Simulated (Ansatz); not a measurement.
(100) slab cut from the bulk of SnSe, Fm-3m (No. 225); the slab's formula is SnSe:

```yaml
crystal:
  lattice:
    - [4.28621, 0.00000, 0.00000]
    - [0.00000, 4.28621, 0.00000]
    - [0.00000, 0.00000, 24.09243]
  atoms:
    - { symbol: Sn, position: [0.50000, 0.50000, 0.31130] }
    - { symbol: Se, position: [0.00000, 0.00000, 0.31130] }
    - { symbol: Sn, position: [0.00000, 0.00000, 0.43710] }
    - { symbol: Se, position: [0.50000, 0.50000, 0.43710] }
    - { symbol: Sn, position: [0.50000, 0.50000, 0.56290] }
    - { symbol: Se, position: [0.00000, 0.00000, 0.56290] }
    - { symbol: Sn, position: [0.00000, 0.00000, 0.68870] }
    - { symbol: Se, position: [0.50000, 0.50000, 0.68870] }
```

Level of theory: DFT PBE, scalar-relativistic, plane waves, PAW (Ansatz). Plane waves to 420 eV, a k mesh through Γ of 8×8×1 on the computed 8-atom cell and Gaussian smearing (0.05 eV); no spin polarisation. A dipole correction removes the field between periodic images along c.

Q: What forces act on the atoms?

A:
| atom | Fx (eV/Å) | Fy (eV/Å) | Fz (eV/Å) |
| --- | --- | --- | --- |
| Sn1 | 0.000 | 0.000 | 0.417 |
| Se2 | 0.000 | 0.000 | 0.258 |
| Sn3 | 0.000 | 0.000 | -0.452 |
| Se4 | 0.000 | 0.000 | -0.448 |
| Sn5 | 0.000 | 0.000 | 0.452 |
| Se6 | 0.000 | 0.000 | 0.448 |
| Sn7 | 0.000 | 0.000 | -0.418 |
| Se8 | 0.000 | 0.000 | -0.258 |

The reference crystal is the rock-salt form of SnSe, which isn't its usual structure.

Cost: 1 run of about 1 core-minutes, on Oxide Virtual Turin-like Processor (Zen 5) (shared hosts).